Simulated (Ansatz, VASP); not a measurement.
# Gd: VASP beside Ansatz

File INCAR:

```
SYSTEM = Gd
ALGO     = Normal         ! electronic algorithm
EDIFF    = 1E-6           ! SCF threshold, eV
ENCUT    = 520            ! plane-wave cutoff, eV
GGA      = PE             ! functional
ISIF     = 2              ! what is computed and relaxed
ISMEAR   = -1             ! smearing method
ISPIN    = 2              ! spin polarisation
LASPH    = .TRUE.         ! aspherical terms in the spheres
LCHARG   = .TRUE.         ! write CHGCAR
LDAU     = .TRUE.         ! DFT+U
LDAUJ    = 0            
LDAUL    = 3              ! shell
LDAUPRINT= 1            
LDAUTYPE = 2            
LDAUU    = 8              ! U, eV
LELF     = .TRUE.         ! ELF
LMAXMIX  = 6              ! l up to which the mixer works
LORBIT   = 11             ! projections on sites
LREAL    = .FALSE.        ! projectors in reciprocal space
LVHAR    = .TRUE.       
LWAVE    = .FALSE.        ! write WAVECAR
MAGMOM   = 7              ! initial moments
NBANDS   = 19             ! bands
NELM     = 150            ! most SCF steps
PREC     = Accurate       ! precision mode
SIGMA    = 0.03           ! smearing width, eV
```

The input KPOINTS:

```
k-points
0
G
  11 11 11
  0 0 0
```

Contents of POSCAR:

```
Gd
1.0
   -2.0250000000      2.0250000000      2.0250000000
    2.0250000000     -2.0250000000      2.0250000000
    2.0250000000      2.0250000000     -2.0250000000
Gd
1
Direct
    0.0000000000      0.0000000000      0.0000000000
```

Input for Ansatz:

```yaml
crystal:
  lattice:
    - [-2.025, 2.025, 2.025]
    - [2.025, -2.025, 2.025]
    - [2.025, 2.025, -2.025]
  atoms:
    - { symbol: Gd, position: [0.0, 0.0, 0.0], spin: 7.0 }
magnetization:
  spin_polarized: true
kpoints:
  mp_grid: { grid: [11, 11, 11] }
scf:
  occupations: { method: fermi_dirac, width: 0.03 }
hamiltonian:
  xc: pbe
  pseudopotentials: { kind: paw }
  hubbard: { sites: [{ species: Gd, l: f, u_eff: 8 }] }
output:
  forces: true
  stress: true
  eigenvalues: true
  hubbard: { sites: [{ species: Gd, l: f }] }
  populations: true
```

Alike in both runs: task single point; functional PBE; k mesh 11 × 11 × 11; occupations fermi-dirac, width 0.03 eV; collinear spin; Hubbard terms Gd f U = 8.0 eV.

|  | VASP | Ansatz |
| --- | --- | --- |
| version | VASP 6.6.1 | Ansatz 0.2.0 |
| potentials or method | VASP PAW PBE potentials, release 64 (Gd) | PAW with Ansatz's default frozen-core files, scalar-relativistic |
| plane-wave cutoff (eV) | 520 | 420 |
| valence electrons in the cell | 18 | 18 |

VASP gave:

| Property | Result |
| --- | --- |
| pressure (GPa) | 0.7 |
| net moment per atom (μB) | 7.84 |
| size of the moment on the site where the two differ most (μB) | 7.14 |

Q: Estimate Ansatz's values.

A: Pressure (GPa): 0.5; net moment per atom (μB): 7.87; size of the moment on the site where the two differ most (μB): 7.52.

Site moments also hang on the region over which each program counts them. The programs project onto different local orbitals, so the same U acts differently. Ansatz warned: «filled_band_counts_differ_across_k_points».

Caveats: spin-orbit coupling is left out, which moves the levels of the heavy elements. The state reached can hang on the start; a lower one may exist.
